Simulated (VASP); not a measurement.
## LiCl in VASP 6.6.1, single-point calculation

INCAR

```
IBRION = -1
NSW = 0
LWAVE = .FALSE.
ENCUT = 520
LREAL = .FALSE.
ISMEAR = -1
ALGO = Fast
GGA = PE
PREC = Accurate
NBANDS = 18
LCHARG = .FALSE.
LASPH = .TRUE.
SIGMA = 0.02
ISIF = 2
EDIFF = 1E-7
NELM = 120
```

KPOINTS

```
KPOINTS created by Atomic Simulation Environment
0
Gamma
12 12 4
0 0 0
```

POSCAR

```
Li Cl
 1.0000000000000000
     3.8941840841100865    0.0000000000286279   -0.0000000000000000
    -1.9470920420798359    3.3724623438380581    0.0000000000000000
    -0.0000000000000000   -0.0000000000000000    6.2244574210738799
 Li  Cl
   2   2
Cartesian
 -0.0000000000165285  2.2483082292349144 -0.0194643248504133
  1.9470920420467788  1.1241541146317715  3.0927643856865266
 -0.0000000000165285  2.2483082292349144  2.3536358577531180
  1.9470920420467788  1.1241541146317715  5.4658645682900575
```

The recommended PBE PAW datasets give the neutral cell 20 valence electrons.

Command

```
mpirun -np 1 vasp_std
```

How does this run end, and what does it give?

It converged. Results: gap between bands v and c on the k mesh 6.03 eV; least direct gap on the k mesh 6.03 eV; pressure 0.6 GPa. Band v is the last that the valence electrons fill when counted band by band, and c is the next.

OSZICAR

```
N       E                     dE             d eps       ncg     rms          rms(c)
DAV:   1     0.132595927462E+03    0.13260E+03   -0.88450E+03  2052   0.107E+03
DAV:   2     0.176186702297E+00   -0.13242E+03   -0.12760E+03  2532   0.237E+02
DAV:   3    -0.146147238885E+02   -0.14791E+02   -0.14725E+02  3546   0.676E+01
DAV:   4    -0.150665906762E+02   -0.45187E+00   -0.45001E+00  3026   0.134E+01
DAV:   5    -0.150928067759E+02   -0.26216E-01   -0.26209E-01  3202   0.264E+00    0.327E+00
RMM:   6    -0.148371675644E+02    0.25564E+00   -0.39773E-01  2535   0.275E+00    0.234E+00
RMM:   7    -0.148467592667E+02   -0.95917E-02   -0.25006E-01  2855   0.220E+00    0.144E+00
RMM:   8    -0.148673857439E+02   -0.20626E-01   -0.16313E-02  2889   0.933E-01    0.430E-01
RMM:   9    -0.148667696734E+02    0.61607E-03   -0.62165E-03  3426   0.438E-01    0.202E-01
RMM:  10    -0.148675496176E+02   -0.77994E-03   -0.33266E-03  3137   0.332E-01    0.161E-01
RMM:  11    -0.148676980065E+02   -0.14839E-03   -0.12594E-03  3500   0.192E-01    0.466E-02
RMM:  12    -0.148677629655E+02   -0.64959E-04   -0.54297E-04  3595   0.119E-01    0.161E-02
RMM:  13    -0.148677926129E+02   -0.29647E-04   -0.19402E-04  3753   0.694E-02    0.165E-02
RMM:  14    -0.148678118592E+02   -0.19246E-04   -0.88219E-05  3547   0.445E-02    0.302E-02
RMM:  15    -0.148678011233E+02    0.10736E-04   -0.40755E-05  3257   0.387E-02    0.720E-03
RMM:  16    -0.148677985286E+02    0.25947E-05   -0.20696E-05  3333   0.269E-02    0.714E-03
RMM:  17    -0.148677994178E+02   -0.88924E-06   -0.11091E-05  3634   0.177E-02    0.730E-03
RMM:  18    -0.148678008818E+02   -0.14640E-05   -0.34406E-06  3245   0.103E-02    0.495E-03
RMM:  19    -0.148678031136E+02   -0.22318E-05   -0.19605E-06  3146   0.789E-03    0.107E-03
RMM:  20    -0.148678041323E+02   -0.10186E-05   -0.91826E-07  3069   0.538E-03    0.916E-04
RMM:  21    -0.148678041921E+02   -0.59813E-07   -0.32142E-07  2767   0.352E-03
   1 F= -.14867804E+02 E0= -.14867804E+02  d E =-.152215E-12
```

For comparison, a separate PBE run of the intended cell, on usual settings and not on those above, gives a gap of 6.03 eV on its mesh and a pressure of 0.6 GPa.
